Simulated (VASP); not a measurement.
# Al2O3 (Corundum) (R-3c) in VASP: notebook, part 2 of 2

VASP 6.6.1.

## (3) Relaxation of cell and atoms, PBEsol (cell and atoms relaxed tightly for response)

INCAR

```
PREC = Accurate
ENCUT = 600
EDIFF = 1E-6
ISMEAR = 0
SIGMA = 0.01
LREAL = False
LASPH = True
NELM = 100
ALGO = Fast
ISIF = 3
LWAVE = False
LCHARG = False
GGA = PS
IBRION = 2
NSW = 80
EDIFFG = -0.001
```

KPOINTS

```
regular mesh
0
Gamma
  6 6 6
```

POSCAR

```
Al2O3
1.0
    2.3868967403      1.3780754755      4.3382033482
   -2.3868967403      1.3780754755      4.3382033482
    0.0000000000     -2.7561509511      4.3382033482
Al O
4 6
Direct
    0.3520791479      0.3520791479      0.3520791479
    0.1479208521      0.1479208521      0.1479208521
    0.6479208521      0.6479208521      0.6479208521
    0.8520791479      0.8520791479      0.8520791479
    0.5558606231      0.9441393769      0.2500000000
    0.2500000000      0.5558606231      0.9441393769
    0.9441393769      0.2500000000      0.5558606231
    0.4441393769      0.0558606231      0.7500000000
    0.7500000000      0.4441393769      0.0558606231
    0.0558606231      0.7500000000      0.4441393769
```

Potentials or basis: VASP PAW PBE potentials, release 64 (Al, O).

Started as:

```sh
$ cat potpaw_PBE.64/Al/POTCAR potpaw_PBE.64/O/POTCAR > POTCAR
$ mpirun -np 1 vasp_std > vasp.out
```

OUTCAR:

```text
PREC = Accurate
   ENCUT = 600
   EDIFF = 1E-6
   ISMEAR = 0
   LREAL = False
   LASPH = True
   NELM = 100
   ISIF = 3
   GGA = PS
   IBRION = 2
   NSW = 80
   EDIFFG = -0.001

 ion  position               nearest neighbor table
   1  0.352  0.352  0.352-   9 1.86   8 1.86  10 1.86   7 1.97   5 1.97   6 1.97   2 2.66   3 2.80
                             3 2.80   3 2.80   2 3.23   2 3.23   2 3.23
   2  0.148  0.148  0.148-  10 1.86   8 1.86   9 1.86   6 1.97   5 1.97   7 1.97   1 2.66   4 2.80
                             4 2.80   4 2.80   1 3.23   1 3.23   1 3.23
   3  0.648  0.648  0.648-   6 1.86   5 1.86   7 1.86  10 1.97   8 1.97   9 1.97   4 2.66   1 2.80
                             1 2.80   1 2.80   4 3.23   4 3.23   4 3.23
   4  0.852  0.852  0.852-   7 1.86   5 1.86   6 1.86   9 1.97   8 1.97  10 1.97   3 2.66   2 2.80
                             2 2.80   2 2.80   3 3.23   3 3.23   3 3.23
   5  0.556  0.944  0.250-   3 1.86   4 1.86   1 1.97   2 1.97
   6  0.250  0.556  0.944-   3 1.86   4 1.86   2 1.97   1 1.97
   7  0.944  0.250  0.556-   4 1.86   3 1.86   1 1.97   2 1.97
   8  0.444  0.056  0.750-   1 1.86   2 1.86   3 1.97   4 1.97
   9  0.750  0.444  0.056-   1 1.86   2 1.86   4 1.97   3 1.97
  10  0.056  0.750  0.444-   2 1.86   1 1.86   3 1.97   4 1.97

  LATTYP: Found a trigonal (rhomboedric) cell.
 ALAT       =     5.1396864063
 COS(alpha) =     0.5686557481

  Lattice vectors:

 A1 = (   2.3868967403,   1.3780754755,   4.3382033482)
 A2 = (  -2.3868967403,   1.3780754755,   4.3382033482)
 A3 = (   0.0000000000,  -2.7561509511,   4.3382033482)

Analysis of symmetry for initial positions (statically):
=====================================================================
 Subroutine PRICEL returns:
 Original cell was already a primitive cell.

 Routine SETGRP: Setting up the symmetry group for a
 trigonal (rhombohedral) supercell.

 Subroutine GETGRP returns: Found 12 space group operations
 (whereof  6 operations were pure point group operations)
 out of a pool of 12 trial point group operations.

The static configuration has the point symmetry S_6 .
 The point group associated with its full space group is D_3d.

Analysis of symmetry for dynamics (positions and initial velocities):
[... 164 lines left out ...]
  volume of cell :       85.62
 maximum number of plane-waves:      2886
 NGX is ok and might be reduce to    42
   NGX = 21   NGY = 21   NGZ = 21

--------------------------------------- Ionic step        1  -------------------------------------------

 number of electron      48.0000000 magnetization

 Free energy of the ion-electron system (eV)
  ---------------------------------------------------
  ext. energy  EPLUGINS =         0.00000000
  ---------------------------------------------------
  free energy    TOTEN  =       -78.68238839 eV

  energy without entropy =      -78.68238839  energy(sigma->0) =      -78.68238839

------------------------ aborting loop because EDIFF is reached ----------------------------------------

  FORCE on cell =-STRESS in cart. coord.  units (eV):
  Direction    XX          YY          ZZ          XY          YZ          ZX
  --------------------------------------------------------------------------------------
  -------------------------------------------------------------------------------------
  Total       -0.1321396     -0.1321396     -0.1796837     -0.0000000      0.0000000      0.0000000
  in kB       -2.4727247     -2.4727247     -3.3624171     -0.0000000      0.0000000      0.0000000
  external PRESSURE =      -2.7692888 kB  Pullay stress =       0.0000000 kB
[... 251 lines left out ...]
--------------------------------------- Ionic step        7  -------------------------------------------

 number of electron      48.0000000 magnetization

 Free energy of the ion-electron system (eV)
  ---------------------------------------------------
  ext. energy  EPLUGINS =         0.00000000
  ---------------------------------------------------
  free energy    TOTEN  =       -78.68245401 eV

  energy without entropy =      -78.68245401  energy(sigma->0) =      -78.68245401

 E-fermi :   6.0324     XC(G=0): -11.9106

 val. band max:        5.9601433579   @ k =   0.0000   0.0000   0.0000
 cond. band min:      12.0118041256   @ k =   0.0000   0.0000   0.0000
 fundamental gap:      6.0516607678
 Fermi energy:         6.0324478963

 k-point     1 :       0.0000    0.0000    0.0000
  band No.  band energies     occupation
      1     -13.1987      2.00000
      2     -10.8391      2.00000
      3     -10.5590      2.00000
      4     -10.5590      2.00000
      5     -10.2344      2.00000
      6     -10.2344      2.00000
[... 781 lines left out ...]
     29      16.3021      0.00000
     30      16.9572      0.00000

 [... further k-points ...]

------------------------ aborting loop because EDIFF is reached ----------------------------------------

  FORCE on cell =-STRESS in cart. coord.  units (eV):
  Direction    XX          YY          ZZ          XY          YZ          ZX
  --------------------------------------------------------------------------------------
  -------------------------------------------------------------------------------------
  Total        0.0068120      0.0068120      0.0079642      0.0000000     -0.0000000     -0.0000000
  in kB        0.1275977      0.1275977      0.1491782      0.0000000     -0.0000000     -0.0000000
  external PRESSURE =       0.1347912 kB  Pullay stress =       0.0000000 kB
[... 25 lines left out ...]
  FREE ENERGIE OF THE ION-ELECTRON SYSTEM (eV)
  ---------------------------------------------------
  free  energy   TOTEN  =       -78.6824540110 eV

  energy  without entropy=      -78.6824540110  energy(sigma->0) =      -78.68245401

 reached required accuracy - stopping structural energy minimisation
```

CONTCAR:

```text
Al2O3
   1.00000000000000
     2.3863519254868262    1.3777609265209849    4.3359608511363907
    -2.3863519254868262    1.3777609265209849    4.3359608511363907
     0.0000000000000000   -2.7555218531418952    4.3359608511363756
  Al              O
     4     6
Direct
     0.3520754960411021    0.3520754960411021    0.3520754960411021
     0.1479245039588979    0.1479245039588979    0.1479245039588979
     0.6479245039588979    0.6479245039588979    0.6479245039588979
     0.8520754960411021    0.8520754960411021    0.8520754960411021
     0.5558087013126209    0.9441912986873791    0.2500000000000000
     0.2500000000000000    0.5558087013126209    0.9441912986873791
     0.9441912986873791    0.2500000000000000    0.5558087013126209
     0.4441912986873792    0.0558087013126209    0.7500000000000000
     0.7500000000000000    0.4441912986873792    0.0558087013126209
     0.0558087013126209    0.7500000000000000    0.4441912986873792

  0.00000000E+00  0.00000000E+00  0.00000000E+00
  0.00000000E+00  0.00000000E+00  0.00000000E+00
  0.00000000E+00  0.00000000E+00  0.00000000E+00
  0.00000000E+00  0.00000000E+00  0.00000000E+00
  0.00000000E+00  0.00000000E+00  0.00000000E+00
  0.00000000E+00  0.00000000E+00  0.00000000E+00
  0.00000000E+00  0.00000000E+00  0.00000000E+00
  0.00000000E+00  0.00000000E+00  0.00000000E+00
  0.00000000E+00  0.00000000E+00  0.00000000E+00
  0.00000000E+00  0.00000000E+00  0.00000000E+00
```

Wall time 5.5 min (1 thread of Intel Xeon Platinum 8259CL at 2.50GHz (Skylake/Cascade Lake), shared host); peak memory 0.3 GiB.

Results:

| Property | Result |
| --- | --- |
| Free energy | -78.6825 eV |
| Relaxed volume | 8.55 Å³/atom |
| Relaxed cell | a = 5.137 Å, b = 5.137 Å, c = 5.137 Å, α = 55.36°, β = 55.36°, γ = 55.36° |
| Space group after relaxing (to 0.05 Å) | R-3c (No. 167) |
| Energy gained by relaxing | 0.0 meV/atom |
| Ionic steps | 7 |
| Pressure after relaxing | 0.0 GPa |
| Band gap on the k mesh | 6.05 eV, direct |

Final structure:
```
Al O
1.0
     2.38635    1.37776    4.33596
    -2.38635    1.37776    4.33596
     0.00000   -2.75552    4.33596
Al O
4 6
Cartesian
  0.0000 0.0000 4.5798
  0.0000 0.0000 1.9242
  0.0000 0.0000 8.4281
  0.0000 0.0000 11.0837
  -0.9268 1.3778 7.5879
  -0.7298 -1.4915 7.5879
  1.6566 0.1138 7.5879
  0.9268 -1.3778 5.4200
  0.7298 1.4915 5.4200
  -1.6566 -0.1138 5.4200
```

Levels at points of the mesh, in eV from the valence-band top:
| k point | band 22 | band 23 | band 24 | band 25 | band 26 | band 27 |
| --- | --- | --- | --- | --- | --- | --- |
| (0.00, 0.00, 0.00) | -0.04 | -0.04 | 0.00 | 6.05 | 8.91 | 10.61 |
| (0.50, 0.00, 0.00) | -0.91 | -0.27 | -0.27 | 9.27 | 9.27 | 9.49 |
| (0.50, 0.50, 0.00) | -0.91 | -0.74 | -0.25 | 9.41 | 9.56 | 9.74 |
| (0.50, 0.50, 0.50) | -0.38 | -0.38 | -0.38 | 8.49 | 8.49 | 10.91 |

Caveat: the PAW data sets were made with another functional, which shifts forces and pressure a little. A k mesh can miss the band edges.

## (4) How close it comes

Step 2. A measured gap of Al2O3 is 8.7 eV (optical; quoted in “Multi-petahertz electron interference in Cr:Al2O3 solid-state material”, 2018, pmc:5906618); the calculated 6.12 eV misses it by -2.58 eV. The value is that of PBEsol on a finite k mesh, which can miss the band edges, without temperature or zero-point motion. Semilocal functionals fall short of measured gaps as a rule.
